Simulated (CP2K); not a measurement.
# InAs (F-43m) in CP2K: reference runs

Reference runs on InAs: the cell as given and a disturbed copy.

Everything below comes from runs of CP2K 2026.2. Logs are shortened: lines on timing, memory, paths and dates and some standing lists are left out, and cuts for length are marked.

**Measured values to compare with.**

A printed reference work, data compilation reports, for a bulk crystal of InAs at 4.2 K: band gap 0.418 eV (direct).

How close the calculation comes is told below.

### Step 1. The crystal as given

Symmetry: F-43m, No. 216, cubic system. The conventional cell has a = 6.036 Å, b = 6.036 Å, c = 6.036 Å, α = 90.00°, β = 90.00°, γ = 90.00°. In (site symmetry -43m) is surrounded by 4 As at 2.61 Å. As (site symmetry -43m) has 4 In at 2.61 Å as nearest neighbours.

### Step 2. Single point, PBE

Contents of inas_scf.inp:

```
&GLOBAL
  PROJECT inas_scf
  RUN_TYPE ENERGY_FORCE
  PRINT_LEVEL LOW
&END GLOBAL
&FORCE_EVAL
  METHOD QS
  STRESS_TENSOR ANALYTICAL
  &DFT
    BASIS_SET_FILE_NAME BASIS_MOLOPT_UZH
    POTENTIAL_FILE_NAME POTENTIAL_UZH
    &MGRID
      CUTOFF 450
      REL_CUTOFF 60
      NGRIDS 4
    &END MGRID
    &QS
      METHOD GPW
      EPS_DEFAULT 1.0E-10
    &END QS
    &KPOINTS
      SCHEME MONKHORST-PACK 8 8 8
      GAMMA_CENTERED T
      SYMMETRY T
      SYMMETRY_BACKEND SPGLIB
    &END KPOINTS
    &SCF
      SCF_GUESS ATOMIC
      EPS_SCF 1.0E-6
      MAX_SCF 100
      ADDED_MOS 10
      CHOLESKY OFF
      EPS_EIGVAL 1.0E-7
      &DIAGONALIZATION ON
        ALGORITHM STANDARD
      &END DIAGONALIZATION
      &MIXING ON
        METHOD BROYDEN_MIXING
        ALPHA 0.4
        BETA 1.5
        NBUFFER 8
      &END MIXING
      &SMEAR ON
        METHOD FERMI_DIRAC
        ELECTRONIC_TEMPERATURE [K] 580.226
      &END SMEAR
    &END SCF
    &XC
      &XC_FUNCTIONAL
        &GGA_X_PBE
        &END GGA_X_PBE
        &GGA_C_PBE
        &END GGA_C_PBE
      &END XC_FUNCTIONAL
    &END XC
    &PRINT
      &KPOINTS ON
      &END KPOINTS
      &MULLIKEN ON
      &END MULLIKEN
      &MO ON
        ENERGIES T
        OCCUPATION_NUMBERS T
        &EACH
          QS_SCF 0
        &END EACH
        ADD_LAST NUMERIC
      &END MO
      &LOWDIN ON
      &END LOWDIN
      &HIRSHFELD ON
        SHAPE_FUNCTION DENSITY
      &END HIRSHFELD
      &E_DENSITY_CUBE ON
        STRIDE 1
      &END E_DENSITY_CUBE
      &V_HARTREE_CUBE ON
        STRIDE 1
      &END V_HARTREE_CUBE
      &ELF_CUBE ON
        STRIDE 1
      &END ELF_CUBE
    &END PRINT
  &END DFT
  &SUBSYS
    &CELL
      ABC 4.2680965312 4.2680965313 4.2680965312
      ALPHA_BETA_GAMMA 60.0000000003 60.0000000000 60.0000000005
      PERIODIC XYZ
    &END CELL
    &COORD
      In  0.0000000000 0.0000000000 0.0000000000
      As  6.4021447968 3.6962800219 2.6136646686
    &END COORD
    &KIND In
      BASIS_SET TZVP-MOLOPT-PBE-GTH-q13
      POTENTIAL GTH-PBE-q13
    &END KIND
    &KIND As
      BASIS_SET TZVP-MOLOPT-PBE-GTH-q5
      POTENTIAL GTH-PBE-q5
    &END KIND
    &PRINT
      &ATOMIC_COORDINATES ON
      &END ATOMIC_COORDINATES
      &CELL ON
      &END CELL
    &END PRINT
  &END SUBSYS
  &PRINT
    &FORCES ON
    &END FORCES
    &STRESS_TENSOR ON
    &END STRESS_TENSOR
  &END PRINT
&END FORCE_EVAL
```

Potentials or basis: POTENTIAL_UZH In GTH-PBE-q13, As GTH-PBE-q5; TZVP-MOLOPT-PBE-GTH basis.

Started as:

```console
OMP_NUM_THREADS=1 cp2k.psmp -i inas_scf.inp -o inas_scf.out
```

inas_scf.out:

```text

 CP2K| version string:                                       CP2K version 2026.2
 CP2K| Input file name                                              inas_scf.inp

 GLOBAL| Force Environment number                                              1
 GLOBAL| Basis set file name                                    BASIS_MOLOPT_UZH
 GLOBAL| Potential file name                                       POTENTIAL_UZH
 GLOBAL| MM Potential file name                                     MM_POTENTIAL
 GLOBAL| Coordinate file name                                      __STD_INPUT__
 GLOBAL| Method name                                                        CP2K
 GLOBAL| Project name                                                   inas_scf
 GLOBAL| Run type                                                   ENERGY_FORCE
 GLOBAL| FFT library                                                       FFTW3
[... 8 lines left out ...]
 GLOBAL| CPU model name                                                  UNKNOWN

 CELL| Volume [angstrom^3]:                                            54.977844
 CELL| Vector a [angstrom]:       4.268     0.000     0.000   |a| =     4.268097
 CELL| Vector b [angstrom]:       2.134     3.696     0.000   |b| =     4.268097
 CELL| Vector c [angstrom]:       2.134     1.232     3.485   |c| =     4.268097
 CELL| Angle (b,c), alpha [degree]:                                    60.000000
 CELL| Angle (a,c), beta  [degree]:                                    60.000000
 CELL| Angle (a,b), gamma [degree]:                                    60.000000
 CELL| Numerically orthorhombic:                                              NO
 CELL| Periodicity                                                           XYZ

 CELL_REF| Volume [angstrom^3]:                                        54.977844
 CELL_REF| Vector a [angstrom     4.268     0.000     0.000   |a| =     4.268097
 CELL_REF| Vector b [angstrom     2.134     3.696     0.000   |b| =     4.268097
 CELL_REF| Vector c [angstrom     2.134     1.232     3.485   |c| =     4.268097
 CELL_REF| Angle (b,c), alpha [degree]:                                60.000000
 CELL_REF| Angle (a,c), beta  [degree]:                                60.000000
 CELL_REF| Angle (a,b), gamma [degree]:                                60.000000
 CELL_REF| Numerically orthorhombic:                                          NO
 CELL_REF| Periodicity                                                       XYZ
[... 9 lines left out ...]
 TOTAL NUMBERS AND MAXIMUM NUMBERS

  Total number of            - Atomic kinds:                                   2
                             - Atoms:                                          2
                             - Shell sets:                                     2
                             - Shells:                                        17
                             - Primitive Cartesian functions:                 10
                             - Cartesian basis functions:                     58
                             - Spherical basis functions:                     51

  Maximum angular momentum of- Orbital basis functions:                        3
                             - Local part of the GTH pseudopotential:          0
                             - Non-local part of the GTH pseudopotential:      4

 MODULE QUICKSTEP: ATOMIC COORDINATES IN ANGSTROM

   Atom Kind Element         X             Y             Z       Z(eff)     Mass
      1    1 In   49      0.000000      0.000000      0.000000  13.0000 114.8180
      2    2 As   33      6.402145      3.696280      2.613665   5.0000  74.9216

 SCF PARAMETERS         Density guess:                                    ATOMIC
                        --------------------------------------------------------
                        max_scf:                                             100
[... 7 lines left out ...]
                        --------------------------------------------------------
                        level_shift [a.u.]:                             0.000000
                        added MOs                                        10    0
                        --------------------------------------------------------
                        Mixing method:                            BROYDEN_MIXING
[... 11 lines left out ...]
 *******************************************************************************
 BRILLOUIN| K-point scheme                                        Monkhorst-Pack
 BRILLOUIN| K-Point grid                                             8    8    8
 BRILLOUIN| Gamma-centered k-point mesh                                     ON
 BRILLOUIN| K-point symmetry accuracy                               0.100000E-05
 BRILLOUIN| K-Point point group symmetrization                                ON
 BRILLOUIN| Symmetry backend                                             SPGLIB
 BRILLOUIN| Symmetry reduction method                                    SPGLIB
 BRILLOUIN| Wavefunction type                                            COMPLEX
 BRILLOUIN| List of Kpoints [2 Pi/Bohr]                                       29
 BRILLOUIN| Number           Weight            X              Y              Z
 BRILLOUIN|     1           0.01562       -0.37500       -0.37500       -0.37500
 BRILLOUIN|     2           0.04688       -0.37500       -0.37500       -0.25000
 BRILLOUIN|     3           0.04688       -0.37500       -0.37500       -0.12500
 BRILLOUIN|     4           0.01172       -0.37500       -0.37500        0.00000
 BRILLOUIN|     5           0.04688       -0.37500       -0.37500        0.12500
 BRILLOUIN|     6           0.02344       -0.37500       -0.37500        0.25000
[... 21 lines left out ...]
 BRILLOUIN|    28           0.00781        0.00000        0.00000        0.50000
 BRILLOUIN|    29           0.00586        0.00000        0.50000        0.50000
 *******************************************************************************

 Extrapolation method: initial_guess

 Number of electrons:                                                         18
 Number of occupied orbitals:                                                  9
 Number of molecular orbitals:                                                19

 Number of orbital functions:                                                 51
 Number of independent orbital functions:                                     51

 SCF WAVEFUNCTION OPTIMIZATION

  Step     Update method      Time    Convergence         Total energy    Change
  ------------------------------------------------------------------------------
     1 NoMix/Diag. 0.40E+00    3.1     1.09821380       -62.7368480396 -6.27E+01
     2 Broy./Diag. 0.40E+00    3.4     0.04297011       -62.6869253791  4.99E-02
     3 Broy./Diag. 0.40E+00    3.4     0.11238471       -62.6366405719  5.03E-02
     4 Broy./Diag. 0.40E+00    3.4     0.01048741       -62.6213984348  1.52E-02
     5 Broy./Diag. 0.40E+00    3.4     0.00755422       -62.6367410214 -1.53E-02
     6 Broy./Diag. 0.40E+00    3.4     0.00421672       -62.6386076081 -1.87E-03
     7 Broy./Diag. 0.40E+00    3.4     0.00081177       -62.6423902247 -3.78E-03
     8 Broy./Diag. 0.40E+00    3.4     0.00112693       -62.6459314223 -3.54E-03
     9 Broy./Diag. 0.40E+00    3.4     0.00008214       -62.6476633336 -1.73E-03
    10 Broy./Diag. 0.40E+00    3.4     0.00001418       -62.6475694759  9.39E-05
    11 Broy./Diag. 0.40E+00    3.4     0.00006058       -62.6474933628  7.61E-05
    12 Broy./Diag. 0.40E+00    3.4     0.00001367       -62.6474758712  1.75E-05
    13 Broy./Diag. 0.40E+00    3.4     0.00001471       -62.6474465782  2.93E-05
    14 Broy./Diag. 0.40E+00    3.4     0.00000328       -62.6474360679  1.05E-05
    15 Broy./Diag. 0.40E+00    3.4     0.00000151       -62.6474365352 -4.67E-07
    16 Broy./Diag. 0.40E+00    3.4     0.00000025       -62.6474361486  3.87E-07

  *** SCF run converged in    16 steps ***

  Electronic density on regular grids:        -17.9999999976        0.0000000024
  Core density on regular grids:               17.9999999975       -0.0000000025
  Total charge density on r-space grids:       -0.0000000001
  Total charge density g-space grids:          -0.0000000001

  Overlap energy of the core charge distribution:               0.00000000155519
  Self energy of the core charge distribution:               -103.50942136637683
  Core Hamiltonian energy:                                     31.25626865280919
  Hartree energy:                                              18.65923133861713
  Exchange-correlation energy:                                 -9.05349496646526
  Electronic entropic energy:                                  -0.00001980874767
  Fermi energy:                                                 0.16772816469698

  Total energy:                                               -62.64743614860988
  Total energy (extrapolated to T->0):                        -62.64742624423605

 MO| EIGENVALUES AND OCCUPATION NUMBERS FOR K POINT 1
 MO|
 MO|  Index      Eigenvalue [a.u.]        Eigenvalue [eV]             Occupation
 MO|      1              -0.371092             -10.097938               2.000000
 MO|      2              -0.366246              -9.966071               2.000000
 MO|      3              -0.366246              -9.966070               2.000000
 MO|      4              -0.362293              -9.858495               2.000000
 MO|      5              -0.362293              -9.858494               2.000000
 MO|      6              -0.228901              -6.228722               2.000000
[... 11 lines left out ...]
 MO|     18               0.718025              19.538465               0.000000
[... 317 lines left out ...]
 MO|      5              -0.362123              -9.853871               2.000000
 MO|      6              -0.217659              -5.922796               2.000000
[... 11 lines left out ...]
 MO|     18               0.720642              19.609658               0.000000
 MO|     19               0.749348              20.390797               0.000000
 MO| Sum:                                                              18.000000
 MO| E(Fermi):            0.167728 a.u.          4.564115 eV

 [... the levels of further k-points ...]

 The electron density is written in Cube    file format to the file:

 inas_scf-ELECTRON_DENSITY-1_0.cube

 !-----------------------------------------------------------------------------!
                     Mulliken Population Analysis

 #  Atom  Element  Kind  Atomic population                           Net charge
       1     In       1         12.843196                              0.156804
       2     As       2          5.156804                             -0.156804
 # Total charge                             18.000000                  0.000000

 !-----------------------------------------------------------------------------!

 !-----------------------------------------------------------------------------!
                           Hirshfeld Charges

  #Atom  Element  Kind  Ref Charge     Population                    Net charge
      1       In     1      13.000         12.801                         0.199
      2       As     2       5.000          5.199                        -0.199

  Total Charge                                                           -0.000
 !-----------------------------------------------------------------------------!

 LOWDIN POPULATION ANALYSIS

 #  Atom  Element  Kind  Atomic population                           Net charge
       1     In       1         13.706199                             -0.706199
       2     As       2          4.293801                              0.706199
 # Total charge                             18.000000                  0.000000

               ----- ELF is computed on the real space grid -----

 ELF is written in Cube    file format to the file:

 inas_scf-ELF_S1-1_0.cube

 ENERGY| Total FORCE_EVAL ( QS ) energy [hartree]            -62.647435836731376

 FORCES| Atomic forces [hartree/bohr]
 FORCES|   Atom     x               y               z               |f|
 FORCES|      1  1.78151288E-09  1.81559055E-08  2.97782105E-08   3.49220920E-08
 FORCES|      2  2.21776318E-09 -1.58466604E-08 -2.81424904E-08   3.23733669E-08
 FORCES| Sum     3.99927606E-09  2.30924514E-09  1.63572013E-09
 FORCES| Total atomic force                                       4.89922468E-09

 STRESS| Analytical stress tensor [bar]
 STRESS|                        x                   y                   z
 STRESS|      x        4.84100766727E+04  -2.08562516585E-01  -1.40673987369E-01
 STRESS|      y       -2.08562516585E-01   4.84103952362E+04  -4.72915770759E-02
 STRESS|      z       -1.40673987369E-01  -4.72915770759E-02   4.84105387052E+04
 STRESS| 1/3 Trace                                             4.84103368714E+04
 STRESS| Determinant                                           1.13452563734E+14

 STRESS| Eigenvectors and eigenvalues of the analytical stress tensor [bar]
 STRESS|                        1                   2                   3
 STRESS| Eigenvalues   4.84099375098E+04   4.84104937725E+04   4.84105793318E+04
 STRESS|      x           0.874362476473     -0.374191325706     -0.308983998782
 STRESS|      y           0.422978103246      0.899765395689      0.107292855750
 STRESS|      z           0.237865053994     -0.224506312799      0.944995836817
```

It took 72 s on 1 thread of Arm Neoverse V1, shared host; peak memory 0.35 GiB.

What came out:

```
Free energy            : -1704.7234 eV
Pressure               : 4.8 GPa
Band gap on the k mesh : none (metal or under the smearing width)
Mulliken charges       : In +0.16; As -0.16 e
Hirshfeld charges      : In +0.20; As -0.20 e
```

Levels at points of the mesh, in eV from the Fermi level:
```tsv
k point	band 7	band 8	band 9	band 10	band 11	band 12
(0.00, 0.00, 0.00)	-0.24	-0.05	-0.05	-0.05	3.86	3.86
(0.00, 0.00, 0.50)	-5.87	-1.05	-1.05	0.90	4.66	4.66
(0.00, 0.50, 0.50)	-5.93	-2.41	-2.41	1.48	2.01	9.29
```

Caveat: Mulliken charges move with the basis; the basis of atomic orbitals isn't converged, which shifts pressures, moduli and gaps.

[end of part 1 of 2]
